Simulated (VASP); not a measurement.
**Mo: equation of state with PBE**

Mo:

```
Mo
1.0
    -1.58381    1.58381    1.58381
     1.58381   -1.58381    1.58381
     1.58381    1.58381   -1.58381
Mo
1
Cartesian
  0.0000 0.0000 0.0000
```

```
Program                : VASP 6.6.1
Task                   : equation of state
Functional             : PBE
Potentials or basis    : VASP PAW PBE potentials, release 64 (Mo_sv)
Cutoff                 : 520 eV
k mesh                 : 12 × 12 × 12
Occupations            : fermi-dirac, width 0.05 eV
Spin                   : no spin polarisation
Further INCAR settings : ALGO = Normal; EDIFF = 1e-07; NBANDS = 13
```

| Item | Value |
| --- | --- |
| Equilibrium volume | 15.81 Å³/atom |
| Bulk modulus | 262 GPa |
| Pressure derivative of the bulk modulus | 4.3 |

Energy against volume, from the lowest point:
| volume (Å³/atom) | energy (meV/atom) |
| --- | --- |
| 14.938 | 43.41 |
| 15.256 | 16.75 |
| 15.574 | 2.72 |
| 15.892 | 0.00 |
| 16.209 | 7.47 |
| 16.527 | 24.07 |
| 16.845 | 48.88 |

All runs of the series together: 51 s on 1 thread of Intel(R) Xeon(R) Platinum 8559C (Emerald Rapids), on a shared host.
